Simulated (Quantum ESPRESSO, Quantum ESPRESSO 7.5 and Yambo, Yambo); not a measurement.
**Beyond one shot: PbSe (Clausthalite)**

How far does self-consistency move the gap of PbSe (Clausthalite)?

Program: Quantum ESPRESSO 7.5 and Yambo 5.3.0. Level of theory: PBE and many-body steps on it, plane waves. Results are calculated unless marked as measured.

Most raw output is cut from this account.

### 1. Set-up

The structure is cubic, space group Fm-3m (No. 225). Conventional cell: a = 6.121 Å, b = 6.121 Å, c = 6.121 Å, α = 90.00°, β = 90.00°, γ = 90.00°. Nearest to Pb lie 6 Se at 3.06 Å. Se has 6 Pb at 3.06 Å nearest. Farther neighbours and most contacts between anions are not listed.

The cell and positions come from the Crystallography Open Database and are kept as given unless a step says otherwise. Spin-orbit coupling is left out unless a step names it.

### 2. Empty states on the mesh, 4×4×4 mesh, 107 bands

This step: Quantum ESPRESSO 7.5; DFT, PBE, plane waves, norm-conserving pseudopotentials.

The sums over transitions need many empty states on a uniform mesh; this step solves for them.

pw.in reads:

```
&control
  calculation = 'nscf'
  prefix = 'x'
  outdir = 'o'
  pseudo_dir = 'pseudo'
/
&system
  ibrav = 0
  nat = 2
  ntyp = 2
  ecutwfc = 104.0
  nbnd = 107
  force_symmorphic = .true.
/
&electrons
  conv_thr = 1e-9
  electron_maxstep = 80
  diago_full_acc = .true.
  diago_thr_init = 5e-6
/
ATOMIC_SPECIES
  Pb 207.2 Pb.upf
  Se 78.971 Se.upf
CELL_PARAMETERS angstrom
  -0.0000000000 3.0606500000 3.0606500000
  3.0606500000 -0.0000000000 3.0606500000
  3.0606500000 3.0606500000 -0.0000000000
ATOMIC_POSITIONS crystal
  Pb 0.0000000000 0.0000000000 0.0000000000
  Se 0.5000000000 0.5000000000 0.5000000000
K_POINTS automatic
  4 4 4 0 0 0
```

The run is started by

```sh
> OMP_NUM_THREADS=1 mpirun -n 4 pw.x -nk 4 -in pw.in > pw.out
```

The job ended after 14 s (4 MPI ranks of Arm Neoverse V1, shared host; peak memory 0.49 GiB).

Numbers from this step:

| Item | Value |
| --- | --- |
| gap | 0.2975 eV |
| k of the valence top | 0, 0, -0.5 |
| k of the conduction bottom | 0, 0, -0.5 |
| least direct gap | 0.2975 eV |
| k points computed | 8 |
| lowest point of the top converged band, above the valence top | 65.0102 eV |

On this mesh the gap is 0.298 eV.

The density comes from a self-consistent run that is not shown.

### 3. Conversion and set-up

This step: Yambo 5.3.0; conversion and set-up on PBE, plane waves, norm-conserving pseudopotentials.

The states are converted to the many-body program's format and the q mesh is built.

The run is started by

```sh
> (cd o/x.save; p2y > p2y.log; mv SAVE ../..); yambo > setup.log
```

It took 3.5 s on 1 MPI rank; peak memory 0.26 GiB.

### 4. G0W0

Now the one-shot GW correction: screening in the RPA, then the self-energy of the levels asked for.

This step: G0W0 on PBE, plane waves, norm-conserving pseudopotentials.

gw1.in reads:

```
HF_and_locXC
gw0
dyson
ppa
em1d
rim_cut
RandQpts= 1000000
RandGvec= 1 RL
EXXRLvcs= 104 Ry
VXCRLvcs= 416 Ry
Chimod= "HARTREE"
% BndsRnXp
 1 | 107 |
%
NGsBlkXp= 11 Ry
% LongDrXp
 1 | 1 | 1 |
%
% GbndRnge
 1 | 107 |
%
DysSolver= "n"
ExtendOut
PPAPntXp= 27.21138 eV
% QPkrange
 1 | 8 | 20 | 27 |
%
```

The run is started by

```sh
> OMP_NUM_THREADS=1 mpirun -n 4 yambo -F gw1.in -J gw1 -C gw1 > gw1.log
```

Wall time 10 min (4 MPI ranks); peak memory 2.6 GiB; 41 min of CPU time.

This step gave:

| Quantity | Value |
| --- | --- |
| G0W0 gap on the mesh | 0.3212 eV |
| starting gap on the mesh | 0.2975 eV |
| k of the valence top | 0, 0, -0.5 |
| k of the conduction bottom | 0, 0, -0.5 |
| least direct G0W0 gap on the computed points | 0.3212 eV |
| Z at the valence top | 0.7952 |
| Z at the conduction bottom | 0.8093 |

The gap on the mesh goes from 0.30 eV to 0.32 eV, a correction of +0.02 eV.

### 5. evGW0, cycle 1

This step: evGW0 on PBE, plane waves, norm-conserving pseudopotentials.

gw2.in, as its differences from gw1.in of step 4:

```diff
@@ -27 +27,2 @@
 %
+GfnQPdb= "E < ./gw1/ndb.QP"
```

The run is started by

```sh
> OMP_NUM_THREADS=1 mpirun -n 4 yambo -F gw2.in -J gw2,gw1_W -C gw2 > gw2.log
```

Wall time 8.2 min (4 MPI ranks); peak memory 2.6 GiB; 33 min of CPU time.

Numbers from this step:

```yaml
quasiparticle_gap_on_the_mesh: 0.3360 eV
gap_of_the_density_functional_on_the_mesh: 0.2975 eV
k_of_the_valence_top: 0, 0, -0.5
k_of_the_conduction_bottom: 0, 0, -0.5
least_direct_quasiparticle_gap_on_the_computed_points: 0.3360 eV
z_at_the_valence_top: 0.7976
z_at_the_conduction_bottom: 0.8116
```

Against G0W0 in Yambo (4×4×4 mesh, 107 bands, screening to 149.7 eV, Godby-Needs plasmon pole), the gap moves by +0.015 eV.

The program's own table gives 0.340 eV, which is too large where the input levels are shifted: this version takes Σc at the unshifted level E₀, yet steps from the shifted one. The value above is the Newton step from E₀, E₀ + Z(Σc + Σx − Vxc), rebuilt from the printed columns.

### 6. evGW0, cycle 2

The corrected levels of the last cycle go back in.

gw3.in, as its differences from gw2.in of step 5:

```diff
@@ -27,2 +27,2 @@
 %
-GfnQPdb= "E < ./gw1/ndb.QP"
+GfnQPdb= "E < ./gw2_fix/ndb.QP"
```

The run is started by

```sh
> OMP_NUM_THREADS=1 mpirun -n 4 yambo -F gw3.in -J gw3,gw1_W -C gw3 > gw3.log
```

The job ended after 8.1 min (4 MPI ranks; peak memory 2.6 GiB).

Numbers from this step:

| Item | Value |
| --- | --- |
| quasiparticle gap on the mesh | 0.3384 eV |
| gap of the density functional on the mesh | 0.2975 eV |
| k of the valence top | 0, 0, -0.5 |
| k of the conduction bottom | 0, 0, -0.5 |
| least direct quasiparticle gap on the computed points | 0.3384 eV |

Against the cycle before, the gap moves by +0.002 eV.

The program's own table gives 0.346 eV, which is too large where the input levels are shifted: this version takes Σc at the unshifted level E₀, yet steps from the shifted one. The value above is the Newton step from E₀, E₀ + Z(Σc + Σx − Vxc), rebuilt from the printed columns.

### 7. evGW, cycle 1

This step: evGW on PBE, plane waves, norm-conserving pseudopotentials.

gw4.in, as its differences from gw3.in of step 6:

```diff
@@ -27,2 +27,3 @@
 %
-GfnQPdb= "E < ./gw2_fix/ndb.QP"
+GfnQPdb= "E < ./gw1/ndb.QP"
+XfnQPdb= "E < ./gw1/ndb.QP"
```

The run is started by

```sh
> OMP_NUM_THREADS=1 mpirun -n 4 yambo -F gw4.in -J gw4 -C gw4 > gw4.log
```

Elapsed: 10 min, on 4 MPI ranks; peak memory 2.6 GiB.

Numbers from this step:

```yaml
quasiparticle_gap_on_the_mesh: 0.3656 eV
gap_of_the_density_functional_on_the_mesh: 0.2975 eV
k_of_the_valence_top: 0, 0, -0.5
k_of_the_conduction_bottom: 0, 0, -0.5
least_direct_quasiparticle_gap_on_the_computed_points: 0.3656 eV
```

Against G0W0 in Yambo (4×4×4 mesh, 107 bands, screening to 149.7 eV, Godby-Needs plasmon pole), the gap moves by +0.044 eV.

The program's own table gives 0.370 eV, which is too large where the input levels are shifted: this version takes Σc at the unshifted level E₀, yet steps from the shifted one. The value above is the Newton step from E₀, E₀ + Z(Σc + Σx − Vxc), rebuilt from the printed columns.

### 8. evGW, cycle 2

gw5.in, as its differences from gw4.in of step 7:

```diff
@@ -27,3 +27,3 @@
 %
-GfnQPdb= "E < ./gw1/ndb.QP"
-XfnQPdb= "E < ./gw1/ndb.QP"
+GfnQPdb= "E < ./gw4_fix/ndb.QP"
+XfnQPdb= "E < ./gw4_fix/ndb.QP"
```

The run is started by

```sh
> OMP_NUM_THREADS=1 mpirun -n 4 yambo -F gw5.in -J gw5 -C gw5 > gw5.log
```

The job ended after 11 min (4 MPI ranks; peak memory 2.6 GiB; 43 min of CPU time).

Numbers from this step:

```yaml
quasiparticle_gap_on_the_mesh: 0.3793 eV
gap_of_the_density_functional_on_the_mesh: 0.2975 eV
k_of_the_valence_top: 0, 0, -0.5
k_of_the_conduction_bottom: 0, 0, -0.5
least_direct_quasiparticle_gap_on_the_computed_points: 0.3793 eV
```

Against the cycle before, the gap moves by +0.014 eV.

The program's own table gives 0.392 eV, which is too large where the input levels are shifted: this version takes Σc at the unshifted level E₀, yet steps from the shifted one. The value above is the Newton step from E₀, E₀ + Z(Σc + Σx − Vxc), rebuilt from the printed columns.

### 9. evGW, cycle 3

gw6.in, as its differences from gw5.in of step 8:

```diff
@@ -27,3 +27,3 @@
 %
-GfnQPdb= "E < ./gw4_fix/ndb.QP"
-XfnQPdb= "E < ./gw4_fix/ndb.QP"
+GfnQPdb= "E < ./gw5_fix/ndb.QP"
+XfnQPdb= "E < ./gw5_fix/ndb.QP"
```

The run is started by

```sh
> OMP_NUM_THREADS=1 mpirun -n 4 yambo -F gw6.in -J gw6 -C gw6 > gw6.log
```

The job ended after 10 min (4 MPI ranks; peak memory 2.6 GiB; 41 min of CPU time).

Numbers from this step:

- quasiparticle gap on the mesh: 0.3831 eV
- gap of the density functional on the mesh: 0.2975 eV
- k of the valence top: 0, 0, -0.5
- k of the conduction bottom: 0, 0, -0.5
- least direct quasiparticle gap on the computed points: 0.3831 eV

Against the cycle before, the gap moves by +0.004 eV.

The program's own table gives 0.398 eV, which is too large where the input levels are shifted: this version takes Σc at the unshifted level E₀, yet steps from the shifted one. The value above is the Newton step from E₀, E₀ + Z(Σc + Σx − Vxc), rebuilt from the printed columns.

### 10. The runs together

Times are wall times on 4 MPI ranks of Arm Neoverse V1, shared host, good to a factor of about two.

```csv
run,mesh,bands,screening cutoff (eV),DFT gap (eV),gap on the mesh (eV),direct (eV),time
G0W0,4×4×4,107,149.7,0.298,0.321,0.321,10 min
"evGW0, cycle 1",4×4×4,107,149.7,0.298,0.336,0.336,8.2 min
"evGW0, cycle 2",4×4×4,107,149.7,0.298,0.338,0.338,8.1 min
"evGW, cycle 1",4×4×4,107,149.7,0.298,0.366,0.366,10 min
"evGW, cycle 2",4×4×4,107,149.7,0.298,0.379,0.379,11 min
"evGW, cycle 3",4×4×4,107,149.7,0.298,0.383,0.383,10 min
```

### 11. Outcome

```json
{
 "G0W0": "0.321 eV",
 "evGW0, cycle 1": "0.336 eV",
 "evGW0, cycle 2": "0.338 eV",
 "evGW, cycle 1": "0.366 eV",
 "evGW, cycle 2": "0.379 eV",
 "evGW, cycle 3": "0.383 eV",
 "known limits": "not at the basis limit; model gap, bands may invert with spin-orbit coupling; no spin-orbit coupling; coarse k mesh"
}
```

In words: evGW0 ends at 0.34 eV, +0.02 eV from G0W0, after 2 cycles that took 16 min beside the first screening; the last moved the gap by 0.002 eV. evGW ends at 0.38 eV, +0.06 eV from G0W0, after 3 cycles that took 32 min beside the first screening; the last moved the gap by 0.004 eV. Bands and cutoff are finite, so the gap is not at the basis limit. The miss can reach some tenths of an eV and take either sign; the mesh is an error of its own. The 4×4×4 mesh is coarse for this cell, which bears on the long-range parts of exchange and screening. Where an edge is built on 6p states of lead, bismuth or thallium, scalar-relativistic gaps usually stand too wide, by a few tenths to over one eV. With atoms this heavy and so narrow a gap, spin-orbit coupling can invert the bands. These scalar-relativistic gaps are then model values, not to be set against experiment, and a spin-orbit change taken from DFT can't simply be added.

[Paths, hosts, dates, memory and timing lines, banners, echoed tables and standing remarks are left out of the program output.]

[Logs are printed without paths, hosts, clocks, repeated set-up lines and the standing remarks that a program may print on its own settings, such as how far it seeks lower states.]

[Runs of the session that timed out or met a known fault of the program may be left out.]

[Hosts, paths, dates, database ids (printed as entryN), source tags and the programs' standing remarks are cut or masked in the printed files.]
